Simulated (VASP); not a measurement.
ZnS:

```
CELL_PARAMETERS angstrom
0.00000 2.70200 2.70200
2.70200 0.00000 2.70200
2.70200 2.70200 0.00000
ATOMIC_POSITIONS crystal
Zn 0.25000 0.25000 0.25000
S 0.00000 0.00000 0.00000
```

- Program: VASP 6.6.1
- Task: relaxation of cell and atoms
- Functional: LDA
- Potentials or basis: VASP PAW LDA potentials, release 64 (Zn, S)
- Cutoff: 600 eV
- k mesh: 10 × 10 × 10
- Occupations: gaussian, width 0.03 eV
- Spin: no spin polarisation

At the start: pressure -4.3 GPa; volume 19.73 Å³/atom.

Question: How do energy, volume and symmetry change on relaxing?

Answer: Over 5 steps the energy falls by 15.7 meV/atom and the volume is 18.63 Å³/atom (-5.5 %); space group F-43m (No. 216, to 0.05 Å).

Step by step:
```tsv
step	energy change (eV)	largest force (eV/Å)	pressure (GPa)	volume (Å³)
1	0.0000	0.0000	-4.27	39.45
2	-0.0275	0.0000	1.78	36.53
3	-0.0314	0.0000	-0.13	37.24
4	-0.0314	0.0000	0.12	37.19
5	-0.0314	0.0000	0.01	37.26
```

Final structure:
```cif
data_structure
_symmetry_space_group_name_H-M 'P 1'
_symmetry_Int_Tables_number 1
_cell_length_a 3.7492
_cell_length_b 3.7492
_cell_length_c 3.7492
_cell_angle_alpha 60.000
_cell_angle_beta 60.000
_cell_angle_gamma 60.000
_cell_volume 37.26
loop_
_atom_site_label
_atom_site_type_symbol
_atom_site_fract_x
_atom_site_fract_y
_atom_site_fract_z
_atom_site_occupancy
Zn1 Zn 0.25000 0.25000 0.25000 1
S1 S 0.00000 0.00000 0.00000 1
```
